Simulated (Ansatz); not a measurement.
# Calculated 67Zn nuclear quadrupole resonance for ZnS with one atom moved

Cell: a Materials Project structure (computed, not necessarily an observed phase), relaxed with PBE at fixed cell and then changed (atom 1 (Zn) moved by 0.15 Å).

```
Zn S
1.0
     3.80509    0.00000    0.00000
    -1.90254    3.29530    0.00000
     0.00000    0.00000   24.91593
Zn S
8 8
Direct
  0.35609 0.71219 0.12512
  0.00000 0.00000 0.00016
  0.66667 0.33333 0.62505
  0.66667 0.33333 0.87514
  0.00000 0.00000 0.75002
  0.33333 0.66667 0.50008
  0.00000 0.00000 0.37509
  0.66667 0.33333 0.25013
  0.66667 0.33333 0.34372
  0.66667 0.33333 0.71858
  0.33333 0.66667 0.21873
  0.00000 0.00000 0.84367
  0.66667 0.33333 0.96881
  0.00000 0.00000 0.09373
  0.33333 0.66667 0.59369
  0.00000 0.00000 0.46869
```

Atoms are numbered from 1 in the order listed; like atoms form one site, named after its first atom.

Method: Kohn–Sham DFT in Ansatz, PBE, plane waves and PAW (field gradients read without the response of the frozen cores, which leaves them typically 4 to 6 % off), scalar-relativistic, 420 eV cutoff, Γ-centred 8×8×2 k-points, Fermi–Dirac smearing 0.02 eV.

67Zn: I = 5/2, Q = 122.0 mb (year-2017 value). Static lattice, zero field.

(1) At which frequencies do the 67Zn NQR lines lie?

## Answers

(1) For I = 5/2 and η = 0 the lines are 3|C_Q|/20 and twice that; η pulls their ratio below 2. Sites with |C_Q| under 0.05 MHz are left out. At large η the states mix, and weaker lines appear at sums of the main ones; lines under 5 % of the strongest are left out.

| site | atoms | V_zz (10²¹ V/m²) | C_Q (MHz) | η | line frequencies (MHz) |
| --- | --- | --- | --- | --- | --- |
| Zn1 | 1 | 4.19 | 12.4 | 0.59 | 2.46, 3.50 |
| Zn2 | 2 | -0.081 | -0.240 | 0.44 | 0.0428, 0.0694 |
| Zn4 | 4 | -0.050 | -0.148 | 0.00 | 0.0222, 0.0444 |
| Zn5 | 5 | -0.087 | -0.256 | 0.00 | 0.0385, 0.0769 |
| Zn8 | 8 | 0.11 | 0.330 | 0.87 | 0.0802, 0.0891, 0.169 |

The atoms aren't relaxed after the move (largest force 0.7 eV/Å).

Hardware: 1 thread of Intel Xeon Platinum 8259CL CPU @ 2.50GHz (Skylake/Cascade Lake) (x86_64; 16 cores open to the job, memory cap 3.0 GiB, no GPU), a shared host with a load of 0.3 a core. Wall time 2.1 min, CPU time 2 min, peak memory 1.1 GiB.
